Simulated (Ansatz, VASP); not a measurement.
## AlN in VASP and in Ansatz

INCAR

```
SYSTEM = AlN
  PREC = Accurate
  ENCUT = 520
  EDIFF = 1E-6
  ISMEAR = -1
  SIGMA = 0.02
  LREAL = .FALSE.
  LASPH = .TRUE.
  NELM = 80
  ALGO = Fast
  ISIF = 2
  LWAVE = .FALSE.
  LCHARG = .FALSE.
  GGA = PS
  NBANDS = 11
```

The input KPOINTS:

```
Automatic mesh
0
G
  6 6 6
  0 0 0
```

POSCAR

```
AlN
1.0
    2.5854596286      0.0000000000      0.0000000000
    0.0000000000      2.5854596286      0.0000000000
    0.0000000000      0.0000000000      2.5854596286
Al N
1 1
Direct
    0.0000000000      0.0000000000      0.0000000000
    0.5000000000      0.5000000000      0.5000000000
```

Input for Ansatz:

```yaml
crystal:
  lattice:
    - [2.5854596286, 0.0, 0.0]
    - [0.0, 2.5854596286, 0.0]
    - [0.0, 0.0, 2.5854596286]
  atoms:
    - { symbol: Al, position: [0.0, 0.0, 0.0] }
    - { symbol: "N", position: [0.5, 0.5, 0.5] }
kpoints:
  mp_grid: { grid: [6, 6, 6] }
hamiltonian:
  xc: pbesol
scf:
  occupations: { method: fermi_dirac, width: 0.02 }
  n_extra_bands: 4
output:
  forces: true
  stress: true
  eigenvalues: true
basis:
  ecutwfc: 500
```

Alike in both runs: task single point; functional PBEsol; k mesh 6 × 6 × 6; occupations fermi-dirac, width 0.02 eV; no spin polarisation.

```csv
,VASP,Ansatz
version,VASP 6.6.1,Ansatz 0.2.0
potentials or method,"VASP PAW PBE potentials, release 64 (Al, N)",plane waves
plane-wave cutoff (eV),520,500
valence electrons in the cell,8,8
```

```tsv
	VASP	Ansatz	Ansatz less VASP
pressure (GPa)	1.0	1.1	+0.04
```

Caveats: the k mesh is coarse (spacing up to 0.41 Å⁻¹), so the values aren't converged; the PAW data sets were made with another functional, which shifts forces and pressure a little (VASP).
